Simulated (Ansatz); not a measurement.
# 5-layer 2H-MoS2 (2H stacking) in a perpendicular field, part 3 of 3

Aim: how the 5-layer 2H-MoS2 (2H stacking) screens a field along its normal, and what the field does to its bands. A positive field points along +c.

Ansatz 0.2.0; plane-wave DFT, PBE-D3(BJ), Ansatz PAW.

So far, gap along the path (eV): step 3 (single point, field 0, start network) 0.874; step 4 (field 0.1 V/Å) 0.782; step 5 (field -0.1 V/Å) 0.782.

### 6. Atoms held, field 0.2 V/Å

File input.yaml:

```yaml
crystal:
  lattice:
    - [3.1503371816, 0.0, 0.0]
    - [-1.5751685908, 2.7282720298, 0.0]
    - [0.0, 0.0, 45.3340367095]
  atoms:
    - { symbol: S, position: [0.3333333333, 0.6666666667, 0.1985263315] }
    - { symbol: Mo, position: [0.0, 0.0, 0.2331128692] }
    - { symbol: S, position: [0.3333333333, 0.6666666667, 0.2676640342] }
    - { symbol: S, position: [0.0, 0.0, 0.3321062702] }
    - { symbol: Mo, position: [0.3333333333, 0.6666666667, 0.3666407078] }
    - { symbol: S, position: [0.0, 0.0, 0.401173893] }
    - { symbol: S, position: [0.3333333333, 0.6666666667, 0.4654672335] }
    - { symbol: Mo, position: [0.0, 0.0, 0.5] }
    - { symbol: S, position: [0.3333333333, 0.6666666667, 0.5345327665] }
    - { symbol: S, position: [0.0, 0.0, 0.598826107] }
    - { symbol: Mo, position: [0.3333333333, 0.6666666667, 0.6333592922] }
    - { symbol: S, position: [0.0, 0.0, 0.6678937298] }
    - { symbol: S, position: [0.3333333333, 0.6666666667, 0.7323359658] }
    - { symbol: Mo, position: [0.0, 0.0, 0.7668871308] }
    - { symbol: S, position: [0.3333333333, 0.6666666667, 0.8014736685] }
kpoints:
  mp_grid: { grid: [18, 18, 1] }
  band_path:
    path: [[0, 0, 0], [0.5, 0, 0], [0.33333333, 0.33333333, 0], [0, 0, 0]]
    npoints: 16
hamiltonian:
  xc: pbe
  dispersion: d3bj
scf:
  occupations: { method: fermi_dirac, width: 0.02585 }
  convergence: { dr2_threshold: 1.0e-10 }
efield:
  axis: 3
  dipole_correction: true
  ramp_position: 0.97
  ramp_width: 0.06
  amplitude: 0.2
output:
  write_potential: true
  write_density: true
  volumetric_format: npy
```

Started as:

```sh
$ ansatz run input.yaml --threads 4 --pin off --max-ram 8192MiB --backend cpu --events-out ev --progress --plain --runs-dir out
```

Numbers of over 12 decimals in the logs are rounded to 6 here.

The program printed:

```text
[...]
Crystal: 15 atoms, lattice volume = 389.645 Å³
Basis set: ecut = 420 eV, 7555 PW (Γ)
Bands: 80, of which v1, the nominal top of the filled ones, is band 65 counted from 1 (64 counted from 0)
Symmetry: 6 space group operations
k-points: 37 of 324 (time reversal used)
[...]
k-point 0: bands = [... 61 lower, 5.1984, 5.5074, 5.7467, 6.0047, 7.6751, 7.6751, 7.8187, 7.8187, ... 11 higher]
  k-point 1: bands = [... 61 lower, 5.1780, 5.4550, 5.6759, 5.9220, 7.6100, 7.7554, 7.7603, 7.7947, ... 11 higher]
  k-point 2: bands = [... 61 lower, 5.0655, 5.2685, 5.4577, 5.6762, 7.4589, 7.5215, 7.6793, 7.6824, ... 11 higher]
  k-point 36: bands = [... 61 lower, 4.9844, 5.1527, 5.3239, 5.5245, 6.6294, 6.7892, 6.9580, 7.1275, ... 11 higher]
[key lines of the parts left out:]
SCF converged after 16 iterations
Free energy (F): -33819.969953 eV
Fermi energy:    6.269955 eV
Dipole field:    D = 0.114359 V/Å  (p = 0.246251 e·Å, saw-weighted, corrected)
```

It took 99 s on 4 threads of Arm Neoverse V1, shared host; peak memory 1.8 GiB.

The dipole is 0.246 e·Å, and the gap 0.583 eV.

### 7. Atoms held, field 0.3 V/Å

Changes to input.yaml since step 6:

```diff
@@ -37,3 +37,3 @@
   ramp_width: 0.06
-  amplitude: 0.2
+  amplitude: 0.3
 output:
```

The program printed:

```text
[...]
Crystal: 15 atoms, lattice volume = 389.645 Å³
Basis set: ecut = 420 eV, 7555 PW (Γ)
Bands: 80, of which v1, the nominal top of the filled ones, is band 65 counted from 1 (64 counted from 0)
Symmetry: 6 space group operations
k-points: 37 of 324 (time reversal used)
[...]
k-point 0: bands = [... 61 lower, 5.1642, 5.4849, 5.7775, 6.1167, 7.5060, 7.5060, 7.7059, 7.7059, ... 11 higher]
  k-point 1: bands = [... 61 lower, 5.1397, 5.4318, 5.7123, 6.0388, 7.4392, 7.5887, 7.6116, 7.6657, ... 11 higher]
  k-point 2: bands = [... 61 lower, 5.0409, 5.2535, 5.5093, 5.8055, 7.2822, 7.3665, 7.5187, 7.6050, ... 11 higher]
  k-point 36: bands = [... 61 lower, 4.8995, 5.1515, 5.4055, 5.6880, 6.4601, 6.7045, 6.9569, 7.2101, ... 11 higher]
[key lines of the parts left out:]
SCF converged after 16 iterations
Free energy (F): -33820.000739 eV
Fermi energy:    6.259601 eV
Dipole field:    D = 0.171617 V/Å  (p = 0.369545 e·Å, saw-weighted, corrected)
```

It took 1.7 min on 4 threads; peak memory 1.8 GiB; 6.7 min of CPU time.

The dipole is 0.370 e·Å, and the gap 0.341 eV.

### 8. Response, atoms held

This step: plane-wave DFT, PBE-D3(BJ), Ansatz PAW; response to a field along the normal, atoms held (Ansatz 0.2.0).

The dipoles give the slope, and the difference of two potentials shows where the field is screened.

This step gave:

```
equivalent conductor thickness p/(ε₀AE) : 25.92 Å
distance between the outer atoms        : 27.33 Å
```

Dipole of the cell against applied field:

```csv
applied field (V/Å),dipole of the cell (e·Å)
-0.100,-0.123
0.000,-5.1e-7
0.100,0.123
0.200,0.246
0.300,0.370
```

Local field over the applied field, running mean. From the potentials at -0.1 and 0.1 V/Å; running mean over 2.8 Å. Local field over applied field against z:

```csv
z (Å),local field over applied field
5,0.996
6,0.965
7,0.802
8,0.493
9,0.194
10,0.0554
11,0.0455
12,0.123
13,0.238
14,0.250
15,0.148
16,0.0511
17,0.0419
18,0.116
19,0.233
20,0.249
21,0.153
22,0.0534
23,0.0399
24,0.110
25,0.229
26,0.250
27,0.159
28,0.0559
29,0.0387
30,0.105
31,0.227
32,0.255
33,0.167
34,0.0611
35,0.0420
36,0.125
37,0.383
38,0.706
39,0.933
40,0.991
```

The induced electron density oscillates, so the rows of the table below give means over windows of 2.98 Å about each position, cut where the curve ends. Its maxima inside the range that stand out by 2 % of the span (Å: e/Å³ per V/Å): 8.1: 0.00364, 9.2: 0.00105, 11.2: 3.4e-4, 14.2: 0.00206, 17.3: 3.3e-4, 20.3: 0.00208, 23.4: 3.2e-4, 26.4: 0.00208, 29.3: 3.2e-4, 32.4: 0.00207, 35.4: 4.8e-4, 36.4: -9.0e-4. Its minima: 8.9: 9.0e-4, 9.9: -4.8e-4, 12.9: -0.00207, 16.0: -3.2e-4, 19.0: -0.00208, 22.0: -3.2e-4, 25.1: -0.00208, 28.1: -3.3e-4, 31.2: -0.00206, 34.1: -3.4e-4, 36.1: -0.00105, 37.4: -0.00358.

Electrons, planar mean, per unit field. Table of induced electron density by z; means over each step:

```csv
z (Å),induced electron density (e/Å³ per V/Å)
5.60,2.0e-4
8.58,0.00157
11.56,-5.0e-4
14.54,5.2e-4
17.52,-4.5e-4
20.50,4.6e-4
23.48,-4.0e-4
26.46,4.1e-4
29.44,-3.6e-4
32.42,3.6e-4
35.40,-3.9e-4
38.38,-0.00141
```

The smaller of the gaps on the path and on the k-mesh, counted as 0 under 0.03 eV. Gap against applied field:

```csv
applied field (V/Å),gap (eV)
-0.100,0.782
0.000,0.874
0.100,0.782
0.200,0.583
0.300,0.341
```

By hand: between -0.1 and 0.1 V/Å the dipole changes by 0.2462 e·Å, a slope of 1.231 e·Å²/V. A perfect conductor of thickness t has p = ε₀AEt, so t = 180.95 × 1.231 / 8.595 = 25.92 Å (e/ε₀ = 180.95 V·Å, A in Å²).

The induced dipole is that of a conductor 25.92 Å thick.

### 9. Outcome

| Property | Result |
| --- | --- |
| gap without field | 0.874 eV |
| ionisation energy, upper face | 5.23 eV |
| electron affinity, upper face | 4.36 eV |
| equivalent conductor thickness, atoms held | 25.9 Å |

**Reading.** The induced dipole equals that of a perfect conductor 25.92 Å thick, while the outer atoms lie 27.33 Å apart; an out-of-plane ε follows only once a thickness t is chosen, by 1 − 1/ε = 25.92 Å / t. The gap goes from 0.87 eV to 0.34 eV at 0.3 V/Å. With the field reversed the gap is 0.78 eV at -0.1 V/Å. Semilocal functionals give gaps that are too small, and excitons are not included. Spin-orbit coupling is left out, which matters for the bands of elements this heavy.

[Logs are printed without paths, hosts, clocks, repeated set-up lines and the standing remarks that a program may print on its own settings, such as how far it seeks lower states.]

[Hosts, paths, dates, database ids (printed as entryN), source tags and the programs' standing remarks are cut or masked in the printed files.]

[Maps of the electrostatic potential energy from Ansatz leave out the sawtooth potential of an applied field or a dipole correction, so their vacuum need not be flat; planar profiles and work functions include it.]
